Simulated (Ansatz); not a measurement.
# MgTe under compression and expansion

```cif
data_structure
_symmetry_space_group_name_H-M 'P6_3mc'
_symmetry_Int_Tables_number 186
_cell_length_a 4.5400
_cell_length_b 4.5400
_cell_length_c 7.3950
_cell_angle_alpha 90.000
_cell_angle_beta 90.000
_cell_angle_gamma 120.000
_cell_volume 132.00
loop_
_atom_site_label
_atom_site_type_symbol
_atom_site_symmetry_multiplicity
_atom_site_Wyckoff_symbol
_atom_site_fract_x
_atom_site_fract_y
_atom_site_fract_z
_atom_site_occupancy
Mg1 Mg 2 b 0.33333 0.66667 0.00000 1
Te1 Te 2 b 0.33333 0.66667 0.37000 1
```

The runs use the primitive cell with vectors (4.540, 0.000, 0.000), (-2.270, 3.932, 0.000), (0.000, 0.000, 7.395) Å, to which the k mesh refers.

The cell is COD entry 1538744, as deposited and not checked against the literature; nothing was relaxed.

Spin–orbit coupling is left out, though it moves levels of the heavy atoms by tenths of an eV or more.

Methods: DFT, PBE, all-electron LAPW, scalar-relativistic (Ansatz 0.2.0); DFT, PBE, PAW with Ansatz's default frozen-core files, scalar-relativistic (Ansatz 0.2.0).

For LAPW: a Γ-centred 9×9×5 k mesh, Fermi–Dirac smearing of 0.03 eV, basis error target 0.5 meV/atom, no spin polarisation. PAW takes a cutoff of 420 eV at this cell. The Ansatz runs share mesh, smearing and spin set-up. Plane-wave (PAW) pressures include the program's estimate of the Pulay term.

The cell above is scaled evenly, with fractional coordinates and shape held.

| V/V(cell) | V (Å³/atom) | P, LAPW (GPa) | P, PAW (GPa) | gap on the k mesh, LAPW (eV) | free energy over the lowest listed, PAW (meV/atom) |
| --- | --- | --- | --- | --- | --- |
| 0.9400 | 31.020 | ? | ? | ? | ? |
| 0.9600 | 31.681 | 3.46 | 3.46 | 2.73 | 28.2 |
| 0.9800 | 32.341 | 2.51 | 2.51 | 2.63 | 16.0 |
| 0.9900 | 32.671 | 2.08 | 2.08 | 2.59 | 11.3 |
| 1.0000 | 33.001 | 1.66 | 1.66 | 2.54 | 7.4 |
| 1.0100 | 33.331 | 1.27 | 1.26 | 2.49 | 4.4 |
| 1.0200 | 33.661 | 0.89 | 0.89 | 2.45 | 2.2 |
| 1.0400 | 34.321 | 0.19 | 0.19 | 2.36 | 0.0 |
| 1.0600 | 34.981 | -0.44 | -0.45 | 2.28 | 0.6 |

(1) Fill in the row V/V(cell) = 0.9400.

(2) What do Birch–Murnaghan fits to the pressures give?

Answers

(1) P, LAPW (GPa) = 4.50, P, PAW (GPa) = 4.50, gap on the k mesh, LAPW (eV) = 2.83, free energy over the lowest listed, PAW (meV/atom) = 44.6.

(2) LAPW: V0 = 34.51 Å³/atom, B0 = 34 GPa, B0′ = 4.1; PAW: V0 = 34.51 Å³/atom, B0 = 34 GPa, B0′ = 4.1.
